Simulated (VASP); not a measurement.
Runs of VASP 6.6.1 on B. The structure is cubic, space group Im-3m (No. 229). Conventional cell: a = 2.408 Å, b = 2.408 Å, c = 2.408 Å, α = 90.00°, β = 90.00°, γ = 90.00°. Around B (site symmetry m-3m) lie 8 B at 2.09 Å. This isn't the form of B at room conditions, which is rhombohedral.

```tsv
cell	k mesh	gap on the mesh (eV)	pressure (GPa)
Im-3m, 6.98 Å³/atom	21 × 21 × 21	none	-18.9
Im-3m, 6.23 Å³/atom	31 × 31 × 31	none	-0.4
Im-3m, 6.23 Å³/atom	21 × 21 × 21	none	(a)
Im-3m, 5.74 Å³/atom	21 × 21 × 21	none	21.4
```

Alike in all rows: task single point; level revPBE; potentials or basis VASP PAW PBE potentials, release 64 (B); no spin polarisation; cutoff (eV) 520; smearing fermi-dirac 0.1 eV.

**Question.** Estimate the missing entries.

**Answer.** (a) -0.3.

Caveats: so large a pressure means that the cell lies far from this level's equilibrium, or that cutoff or potentials fall short (some runs); the potentials were made for another functional, which shifts forces and pressure (some runs); the PAW data sets were made with another functional, which shifts forces and pressure a little (some runs).

A gap of «none» marks a metal or a gap under the smearing width.
